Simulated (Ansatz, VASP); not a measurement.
ZnS: VASP beside Ansatz

Contents of POSCAR:

```
ZnS
1.0
    0.0202088490      2.6945131942      2.6945131942
    2.7147220432      0.0000000000      2.7147220432
    2.6945131942      2.6945131942      0.0202088490
Zn S
1 1
Direct
    0.0000000000      0.0000000000      0.0000000000
    0.7500000000      0.7500000000      0.7500000000
```

File INCAR.step1:

```
SYSTEM = ZnS
ALGO = Normal
EDIFF = 1E-4
ENCUT = 520
GGA = PE
ISMEAR = 0
LASPH = .True.
LCHARG = .False.
LREAL = .False.
LWAVE = .True.
NBANDS = 16
NELM = 80
PREC = Accurate
SIGMA = 0.05
```

File INCAR.step2:

```
SYSTEM = ZnS
ALGO = Normal
EDIFF = 1E-7
ENCUT = 520
ISIF = 2
ISMEAR = 0
ISTART = 1
LASPH = .True.
LCHARG = .False.
LMIXTAU = .True.
LREAL = .False.
LWAVE = .False.
METAGGA = R2SCAN
NBANDS = 16
NELM = 80
PREC = Accurate
SIGMA = 0.05
```

Contents of KPOINTS:

```
k-points
0
Gamma
  8 8 8
  0 0 0
```

Input for Ansatz:

```yaml
crystal:
  lattice:
    - [0.020208849, 2.6945131942, 2.6945131942]
    - [2.7147220432, 0.0, 2.7147220432]
    - [2.6945131942, 2.6945131942, 0.020208849]
  atoms:
    - { symbol: Zn, position: [0.0, 0.0, 0.0] }
    - { symbol: S, position: [0.75, 0.75, 0.75] }
basis:
  ecutwfc: 500
kpoints:
  mp_grid: { grid: [8, 8, 8] }
hamiltonian:
  xc: r2scan
scf:
  occupations: { method: gaussian, width: 0.05 }
output:
  forces: true
  stress: true
  eigenvalues: true
```

Change from the starting cell: strain +0.0150 x Voigt [0, 0, 0, 0, 1, 0], atoms carried along.

Alike in both runs: task single point; functional r2SCAN; k mesh 8 × 8 × 8; occupations gaussian, width 0.05 eV; no spin polarisation.

|  | VASP | Ansatz |
| --- | --- | --- |
| version | VASP 6.6.1 | Ansatz 0.2.0 |
| potentials or method | VASP PAW PBE potentials, release 64 (Zn, S) | scalar-relativistic, plane waves, PAW |
| plane-wave cutoff (eV) | 520 | 500 |
| valence electrons in the cell | 18 | 18 |

Ansatz gave:

```
gap on the k mesh at the Fermi level (eV)       : 2.67
least direct gap on the mesh (eV)               : 2.67
pressure (GPa)                                  : 0.0
largest component of the traceless stress (GPa) : 1.09
rms of the force components (eV/Å)              : 0.049
```

Question: What did VASP give for the same quantities?

Answer: gap on the k mesh at the Fermi level (eV): 2.68; least direct gap on the mesh (eV): 2.68; pressure (GPa): 0.1; largest component of the traceless stress (GPa): 1.10; rms of the force components (eV/Å): 0.047.

Atom by atom the forces differ by 0.002 eV/Å (rms over components).

Caveats: the PAW data sets were made with another functional, which shifts forces and pressure a little (VASP).
